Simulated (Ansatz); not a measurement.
# Hf under changes of volume

One of the cells (21.882 Å³/atom); the others are scaled copies at fixed shape and fractional positions:

```
CELL_PARAMETERS angstrom
0.00000 2.22000 2.22000
2.22000 0.00000 2.22000
2.22000 2.22000 0.00000
ATOMIC_POSITIONS crystal
Hf 0.00000 0.00000 0.00000
```

This isn't the form of Hf at room conditions, which is hcp.

```yaml
Program: Ansatz 0.2.0
Functional: PBEsol
Potentials_or_basis: all-electron LAPW, scalar-relativistic
Cutoff: 229 eV (chosen from the basis error)
Basis_error_allowed: 0.0005 eV/atom
k_mesh: 10 × 10 × 10
Occupations: fermi-dirac, width 0.05 eV
Spin: no spin polarisation
```

```csv
volume (Å³/atom),energy over the lowest point (meV/atom),pressure (GPa)
20.569,16.41,5.7
21.007,4.65,3.0
21.444,0.00,0.5
21.882,?,?
22.320,9.41,-3.7
22.757,22.24,-5.5
23.195,39.77,-7.1
```

What does the run at 21.882 Å³/atom give?

Energy over the lowest point 1.80 meV/atom; pressure -1.7 GPa.

Worked out: A Birch-Murnaghan fit of order 3 (a polynomial in V^(-2/3)) to the other rows has its minimum at 21.53 Å³/atom with B0 = V·E''(V) = 113 GPa and B' = 4.1. It gives 1.81 meV/atom at 21.882 Å³/atom, against the run's 1.80, and -dE/dV = -1.8 GPa, against -1.7.

Energies are extrapolated to zero smearing.
